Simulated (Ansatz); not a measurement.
# Sb under changes of volume

One of the cells (26.962 Å³/atom); the others are scaled copies at fixed shape and fractional positions:

```
Sb
1.0
    -1.57654    1.57654    2.71194
     1.57654   -1.57654    2.71194
     1.57654    1.57654   -2.71194
Sb
1
Direct
  0.00000 0.00000 0.00000
```

This isn't the form of Sb at room conditions, which is rhombohedral.

* Program: Ansatz 0.2.0
* Functional: HSE06
* Potentials or basis: Ansatz PAW
* Cutoff: 420 eV (not typed: the program's choice for these potentials)
* k mesh: 8 × 8 × 8
* Occupations: fermi-dirac, width 0.05 eV
* Spin: no spin polarisation

| volume (Å³/atom) | energy over the lowest point (meV/atom) | pressure (GPa) |
| --- | --- | --- |
| 25.344 | 17.46 | 4.2 |
| 25.883 | 6.23 | 2.5 |
| 26.423 | 0.62 | 0.9 |
| 26.962 | 0.00 | -0.4 |
| 27.501 | ? | ? |
| 28.040 | 11.40 | -2.7 |
| 28.580 | 22.44 | -3.7 |

Question: What does the run at 27.501 Å³/atom give?

Answer: Energy over the lowest point 3.76 meV/atom; pressure -1.6 GPa.

Worked out: A Birch-Murnaghan fit of order 3 (a polynomial in V^(-2/3)) to the other rows has its minimum at 26.76 Å³/atom with B0 = V·E''(V) = 68 GPa and B' = 5.3 at fixed shape and positions, which overstates the stiffness. It gives 3.77 meV/atom at 27.501 Å³/atom, against the run's 3.76, and -dE/dV = -1.7 GPa, against -1.6.

Energies are extrapolated to zero smearing.

Caveats: the PAW data sets come from PBE, with cores solved anew for the run's functional, which leaves a small shift of forces and pressure; the thresholds are loose for stress.
